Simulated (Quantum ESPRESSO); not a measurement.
# InSe (R3m) in Quantum ESPRESSO: band structure with r2SCAN

Aim: the band structure of InSe with r2SCAN.

Program: Quantum ESPRESSO 7.5. These are calculated values, not measurements. Logs are shortened: lines on timing, memory, paths and dates and some standing lists are left out, and cuts for length are marked.

**What was measured.**

From “The Interaction of Hydrogen with the van der Waals Crystal γ-InSe”, 2020, pmc:7321205, for a bulk crystal of InSe at 300 K: band gap 1.25 eV.

How close the calculation comes is told below.

## (1) The crystal as given

Symmetry: R3m, No. 160, trigonal system. Conventional cell: a = 4.000 Å, b = 4.000 Å, c = 25.320 Å, α = 90.00°, β = 90.00°, γ = 120.00°. Around In (site symmetry 3m) lie 3 Se at 2.63 Å and 1 In at 2.82 Å. In (site symmetry 3m) has 3 Se at 2.64 Å and 1 In at 2.82 Å as nearest neighbours. Se (site symmetry 3m) has 3 In at 2.63 Å as nearest neighbours. Around Se (site symmetry 3m) lie 3 In at 2.64 Å.

## (2) Band structure, r2SCAN

Input file pw.in:

```
&CONTROL
  calculation = 'scf'
  prefix = 'pwscf'
  outdir = './tmp'
  pseudo_dir = './pseudo'
  tprnfor = .true.
  tstress = .true.
  disk_io = 'low'
/
&SYSTEM
  ibrav = 0
  celldm(1) = 8
  nat = 4
  ntyp = 2
  ecutwfc = 70
  nbnd = 27
  input_dft = 'r2scan'
  occupations = 'smearing'
  smearing = 'fd'
  degauss = 0.00367493
  nosym = .true.
/
&ELECTRONS
  conv_thr = 1d-08
  electron_maxstep = 120
  mixing_beta = 0.5
/
ATOMIC_SPECIES
In   114.8180 In_ONCV_PBE-1.2.upf
Se    78.9710 Se_ONCV_PBE-1.2.upf
CELL_PARAMETERS alat
  0.4724315311564   0.2727584716917   1.9936610614802
 -0.4724315311564   0.2727584716917   1.9936610614802
  0.0000000000000  -0.5455169433835   1.9936610614802
ATOMIC_POSITIONS crystal
In     0.8886000000    0.8886000000    0.8886000000
In     0.0000000000    0.0000000000    0.0000000000
Se     0.1719000000    0.1719000000    0.1719000000
Se     0.3835000000    0.3835000000    0.3835000000
K_POINTS automatic
5 5 5 0 0 0
```

Input file bands.in:

```
&CONTROL
  calculation = 'bands'
  prefix = 'pwscf'
  outdir = './tmp'
  pseudo_dir = './pseudo'
  disk_io = 'low'
  verbosity = 'high'
/
&SYSTEM
  ibrav = 0
  celldm(1) = 8
  nat = 4
  ntyp = 2
  ecutwfc = 70
  nbnd = 27
  input_dft = 'r2scan'
  occupations = 'smearing'
  smearing = 'fd'
  degauss = 0.00367493
  nosym = .true.
/
&ELECTRONS
  conv_thr = 1d-08
  electron_maxstep = 120
  mixing_beta = 0.5
  diago_full_acc = .true.
  startingwfc = 'random'
/
ATOMIC_SPECIES
In   114.8180 In_ONCV_PBE-1.2.upf
Se    78.9710 Se_ONCV_PBE-1.2.upf
CELL_PARAMETERS alat
  0.4724315311564   0.2727584716917   1.9936610614802
 -0.4724315311564   0.2727584716917   1.9936610614802
  0.0000000000000  -0.5455169433835   1.9936610614802
ATOMIC_POSITIONS crystal
In     0.8886000000    0.8886000000    0.8886000000
In     0.0000000000    0.0000000000    0.0000000000
Se     0.1719000000    0.1719000000    0.1719000000
Se     0.3835000000    0.3835000000    0.3835000000
K_POINTS crystal
60
 0.0000000000  0.0000000000  0.0000000000 1
 0.0555555556  0.0000000000  0.0000000000 1
 0.1111111111  0.0000000000  0.0000000000 1
 0.1666666667  0.0000000000  0.0000000000 1
 0.2222222222  0.0000000000  0.0000000000 1
 0.2777777778  0.0000000000  0.0000000000 1
 0.3333333333  0.0000000000  0.0000000000 1
 0.3888888889  0.0000000000  0.0000000000 1
 0.4444444444  0.0000000000  0.0000000000 1
 0.5000000000  0.0000000000  0.0000000000 1
 0.5000000000  0.0358290345 -0.0358290345 1
 0.5000000000  0.0716580690 -0.0716580690 1
 0.5000000000  0.1074871035 -0.1074871035 1
 0.5000000000  0.1433161380 -0.1433161380 1
 0.5000000000  0.1791451724 -0.1791451724 1
 0.8208548276  0.5000000000  0.1791451724 1
 0.7887693448  0.5000000000  0.2112306552 1
 0.7566838620  0.5000000000  0.2433161380 1
 0.7245983793  0.5000000000  0.2754016207 1
 0.6925128965  0.5000000000  0.3074871035 1
 0.6604274138  0.5000000000  0.3395725862 1
 0.6283419310  0.5000000000  0.3716580690 1
 0.5962564483  0.5000000000  0.4037435517 1
 0.5641709655  0.5000000000  0.4358290345 1
 0.5320854828  0.5000000000  0.4679145172 1
 0.5000000000  0.5000000000  0.5000000000 1
 0.3333333333  0.3333333333  0.3333333333 1
 0.1666666667  0.1666666667  0.1666666667 1
 0.0000000000  0.0000000000  0.0000000000 1
 0.0308702351  0.0000000000 -0.0308702351 1
 0.0617404702  0.0000000000 -0.0617404702 1
 0.0926107053  0.0000000000 -0.0926107053 1
 0.1234809404  0.0000000000 -0.1234809404 1
 0.1543511756  0.0000000000 -0.1543511756 1
 0.1852214107  0.0000000000 -0.1852214107 1
 0.2160916458  0.0000000000 -0.2160916458 1
 0.2469618809  0.0000000000 -0.2469618809 1
 0.2778321160  0.0000000000 -0.2778321160 1
 0.3087023511  0.0000000000 -0.3087023511 1
 0.3395725862  0.0000000000 -0.3395725862 1
 0.6604274138  0.3395725862  0.0000000000 1
 0.6283419310  0.3716580690  0.0000000000 1
 0.5962564483  0.4037435517  0.0000000000 1
 0.5641709655  0.4358290345  0.0000000000 1
 0.5320854828  0.4679145172  0.0000000000 1
 0.5000000000  0.5000000000  0.0000000000 1
 0.6604274138  0.6604274138  0.1791451724 1
 0.6443846724  0.6443846724  0.2112306552 1
 0.6283419310  0.6283419310  0.2433161380 1
 0.6122991896  0.6122991896  0.2754016207 1
 0.5962564483  0.5962564483  0.3074871035 1
 0.5802137069  0.5802137069  0.3395725862 1
 0.5641709655  0.5641709655  0.3716580690 1
 0.5481282241  0.5481282241  0.4037435517 1
 0.5320854828  0.5320854828  0.4358290345 1
 0.5160427414  0.5160427414  0.4679145172 1
 0.5000000000  0.5000000000  0.5000000000 1
 0.5000000000  0.0000000000  0.0000000000 1
 0.6604274138  0.1697862931  0.1697862931 1
 0.8208548276  0.3395725862  0.3395725862 1
```

Potentials or basis: SG15 PBE 1.2.

The run is started by

```sh
$ OMP_NUM_THREADS=1 mpirun -n 2 pw.x -nk 2 -in pw.in > pw.out
$ OMP_NUM_THREADS=1 mpirun -n 2 pw.x -nk 2 -in bands.in > bands.out
```

pw.out:

```text
This program is part of the open-source Quantum ESPRESSO suite
     for quantum simulation of materials; please cite
         "P. Giannozzi et al., J. Phys.:Condens. Matter 21 395502 (2009);
         "P. Giannozzi et al., J. Phys.:Condens. Matter 29 465901 (2017);
         "P. Giannozzi et al., J. Chem. Phys. 152 154105 (2020);
     in publications or presentations arising from this work. More details at

     IMPORTANT: XC functional enforced from input :
     Exchange-correlation= R2SCAN
                           (   0   0   0   0   0 497 498)
     Any further DFT definition will be discarded
     Please, verify this is what you really want

     K-points division:     npool     =       2
     Subspace diagonalization in iterative solution of the eigenvalue problem:
     a serial algorithm will be used

     G-vector sticks info
     --------------------
     sticks:   dense  smooth     PW     G-vecs:    dense   smooth      PW
     Sum        2713    2713    801                62353    62353   10073

     Using Slab Decomposition

     bravais-lattice index     =            0
     lattice parameter (alat)  =       8.0000  a.u.
     unit-cell volume          =     789.2047 (a.u.)^3
     number of atoms/cell      =            4
     number of atomic types    =            2
     number of electrons       =        38.00
     number of Kohn-Sham states=           27
     kinetic-energy cutoff     =      70.0000  Ry
     charge density cutoff     =     280.0000  Ry
     scf convergence threshold =      1.0E-08
     mixing beta               =       0.5000
     number of iterations used =            8  plain     mixing
     Exchange-correlation= R2SCAN
                           (   0   0   0   0   0 497 498)

     celldm(1)=   8.000000  celldm(2)=   0.000000  celldm(3)=   0.000000
     celldm(4)=   0.000000  celldm(5)=   0.000000  celldm(6)=   0.000000

     crystal axes: (cart. coord. in units of alat)
               a(1) = (   0.472432   0.272758   1.993661 )
               a(2) = (  -0.472432   0.272758   1.993661 )
               a(3) = (   0.000000  -0.545517   1.993661 )

     reciprocal axes: (cart. coord. in units 2 pi/alat)
               b(1) = (  1.058354  0.611041  0.167197 )
               b(2) = ( -1.058354  0.611041  0.167197 )
               b(3) = ( -0.000000 -1.222082  0.167197 )

     PseudoPot. # 1 for In read from file:
     In_ONCV_PBE-1.2.upf
     Pseudo is Norm-conserving, Zval = 13.0
     Generated using ONCVPSP code by D. R. Hamann
     Using radial grid of  602 points,  6 beta functions with:
                l(1) =   0
                l(2) =   0
                l(3) =   1
                l(4) =   1
                l(5) =   2
                l(6) =   2

     PseudoPot. # 2 for Se read from file:
[... 26 lines left out ...]
                       cart. coord. in units 2pi/alat
        k(    1) = (   0.0000000   0.0000000   0.0000000), wk =   0.0160000
        k(    2) = (  -0.0000000  -0.2444165   0.0334393), wk =   0.0320000
        k(    3) = (  -0.0000000  -0.4888330   0.0668786), wk =   0.0320000
        k(    4) = (  -0.2116709   0.1222082   0.0334393), wk =   0.0320000
        k(    5) = (  -0.2116709  -0.1222082   0.0668786), wk =   0.0320000
        k(    6) = (  -0.2116709  -0.3666247   0.1003180), wk =   0.0320000
[... 55 lines left out ...]
        k(   62) = (   0.6350127   0.6110412  -0.0334393), wk =   0.0320000
        k(   63) = (   0.6350127   0.3666247   0.0000000), wk =   0.0320000

     Dense  grid:    62353 G-vectors     FFT dimensions: (  90,  90,  90)

     WARNING: libxc functional with ID  497 depends
      on external parameters: check the user_guide of
      QE if you need to modify them or to check their
      default values.

     WARNING: libxc functional with ID  498 depends
      on external parameters: check the user_guide of
      QE if you need to modify them or to check their
      default values.

     Initial potential from superposition of free atoms

     starting charge      37.7550, renormalised to      38.0000
     Starting wfcs are random

     Self-consistent Calculation

     iteration #  1     ecut=    70.00 Ry     beta= 0.50
     Davidson diagonalization with overlap
     ethr =  1.00E-02,  avg # of iterations = 10.9

     total energy              =    -245.26482911 Ry
     estimated scf accuracy    <      36.49380763 Ry
[... 71 lines left out ...]
     iteration # 12     ecut=    70.00 Ry     beta= 0.50
     Davidson diagonalization with overlap
     ethr =  5.83E-11,  avg # of iterations =  1.0

     End of self-consistent calculation

          k = 0.0000 0.0000 0.0000 (  7747 PWs)   bands (ev):

    -8.1269  -7.8972  -7.8972  -7.8064  -7.8064  -7.7753  -7.7753  -7.7645
    -7.5961  -7.5961  -7.5377  -7.0063   0.0058   2.9971   5.0604   5.2526
     5.2526   5.3407   5.3407   8.4423   8.9265  11.2054  11.2054  12.1543
    12.3889  12.3889  14.6046
[... 31 lines left out ...]
    -8.3628  -8.2663  -8.0146  -7.8988  -7.7904  -7.7470  -7.7305  -7.6564
    -7.6071  -7.4579  -6.3613  -6.1333   0.2680   1.3300   2.9222   3.6164
     3.8865   4.4115   5.4896   8.9223   9.3337  10.3511  11.5696  11.6270
    12.6533  13.5640  14.0498

          k =-0.2117 0.6110-0.0334 (  7825 PWs)   bands (ev):

    -8.4213  -8.3314  -8.0072  -7.9087  -7.7894  -7.7313  -7.7181  -7.6531
    -7.6136  -7.4332  -5.9281  -5.7817  -0.0460   0.7673   2.8624   3.1166
     3.5799   4.4018   4.9077   8.7655   9.0418  10.2898  11.2479  11.8080
    12.7181  14.1670  14.9150
[... 143 lines left out ...]
    -8.4160  -8.3372  -8.0068  -7.9090  -7.7894  -7.7312  -7.7181  -7.6536
    -7.6133  -7.4333  -5.9024  -5.8074  -0.0319   0.7319   2.7729   3.2588
     3.7040   4.3378   4.8153   8.6152   8.9887  10.4752  11.2319  11.7513
    12.9860  14.3103  14.8947

          k = 0.6350-0.1222-0.0334 (  7825 PWs)   bands (ev):

    -8.4213  -8.3314  -8.0072  -7.9087  -7.7894  -7.7313  -7.7181  -7.6531
    -7.6136  -7.4332  -5.9281  -5.7817  -0.0460   0.7673   2.8624   3.1166
     3.5799   4.4018   4.9077   8.7655   9.0418  10.2898  11.2479  11.8080
    12.7181  14.1670  14.9149

          k = 0.6350-0.3666-0.0000 (  7801 PWs)   bands (ev):

    -8.3923  -8.3053  -8.0115  -7.8895  -7.8068  -7.7298  -7.7062  -7.6692
    -7.6002  -7.4444  -6.1751  -6.0270  -0.0318   0.9824   3.0357   3.9020
     4.1817   4.4311   4.9364   8.3795   8.7698  10.5641  10.9572  11.5702
    13.5916  13.6642  14.1716
[... 227 lines left out ...]
    -8.3923  -8.3053  -8.0115  -7.8895  -7.8068  -7.7298  -7.7062  -7.6692
    -7.6002  -7.4444  -6.1751  -6.0270  -0.0318   0.9824   3.0357   3.9020
     4.1817   4.4311   4.9364   8.3795   8.7698  10.5641  10.9572  11.5702
    13.5916  13.6642  14.1716

     the Fermi energy is     6.8736 ev

!    total energy              =    -245.57316801 Ry
     estimated scf accuracy    <          8.5E-10 Ry
     smearing contrib. (-TS)   =      -0.00000007 Ry
     internal energy E=F+TS    =    -245.57316794 Ry

     The total energy is F=E-TS. E is the sum of the following terms:
     one-electron contribution =    -109.74138834 Ry
     hartree contribution      =      73.63543293 Ry
     xc contribution           =     -34.68889628 Ry
     ewald contribution        =    -174.77831626 Ry

     convergence has been achieved in  12 iterations

     Forces acting on atoms (cartesian axes, Ry/au):

     atom    1 type  1   force =    -0.00000003    0.00000003    0.01635395
     atom    2 type  1   force =     0.00000012    0.00000025   -0.01508918
     atom    3 type  2   force =    -0.00000008   -0.00000018    0.00056292
     atom    4 type  2   force =    -0.00000000   -0.00000010   -0.00182769

     Total force =     0.022334     Total SCF correction =     0.000038

     Computing stress (Cartesian axis) and pressure

          total   stress  (Ry/bohr**3)                   (kbar)     P=        4.11
   0.00007035  -0.00000000   0.00000000           10.35       -0.00        0.00
  -0.00000000   0.00007035  -0.00000000           -0.00       10.35       -0.00
   0.00000000  -0.00000000  -0.00005697            0.00       -0.00       -8.38

=------------------------------------------------------------------------------=
   JOB DONE.
=------------------------------------------------------------------------------=
```

It took 16 min on 2 MPI ranks of AMD EPYC 9R45 (Zen 5), shared host; peak memory 0.82 GiB.

What came out:

* Free energy: -3341.1932 eV
* Pressure: 0.4 GPa
* Largest force: 0.420 eV/Å
* Band gap along the path: 0.58 eV, direct

Forces on the atoms (eV/Å):
```
In   0.000  0.000  0.420
In   0.000  0.000 -0.388
Se   0.000  0.000  0.014
Se   0.000  0.000 -0.047
```

Stress tensor (GPa, compression positive):
```
 1.03  0.00  0.00
 0.00  1.03  0.00
 0.00  0.00 -0.84
```

Levels at the corners of the path, in eV from the valence-band top:
```tsv
point	band 16	band 17	band 18	band 19	band 20	band 21	band 22	band 23
Γ	-1.34	-1.34	-1.25	-1.25	1.85	2.34	4.62	4.62
L	-2.48	-2.42	-2.33	-1.76	1.44	2.09	3.98	4.28
B1	-3.77	-2.61	-2.34	-1.88	1.99	2.52	3.75	4.76
B	-3.77	-2.61	-2.34	-1.88	1.99	2.52	3.75	4.76
Z	-1.41	-1.16	-1.16	0.00	0.58	2.41	4.53	4.53
Γ	-1.34	-1.34	-1.25	-1.25	1.85	2.34	4.62	4.62
X	-3.78	-2.65	-2.31	-1.85	2.05	2.43	3.77	4.73
Q	-3.78	-2.65	-2.31	-1.85	2.05	2.43	3.77	4.73
F	-2.75	-2.59	-2.13	-1.59	1.26	2.22	3.66	3.94
P1	-2.68	-2.56	-2.16	-1.72	1.49	2.06	3.71	4.11
Z	-1.41	-1.16	-1.16	0.00	0.58	2.41	4.53	4.53
L	-2.48	-2.42	-2.33	-1.76	1.44	2.09	3.98	4.28
P	-2.68	-2.56	-2.16	-1.72	1.49	2.06	3.71	4.11
```

Caveat: the potentials were made for another functional, which shifts forces and pressure; spin-orbit coupling is left out, which moves the levels of the heavy elements.

## (3) Comparison with measurements

Step 2. Against the measured gap of InSe, 1.25 eV (300 K; “The Interaction of Hydrogen with the van der Waals Crystal γ-InSe”, 2020, pmc:7321205), the calculated 0.58 eV is off by -0.67 eV. Spin-orbit coupling on In, Se is left out. The value is that of r2SCAN, without temperature or zero-point motion.
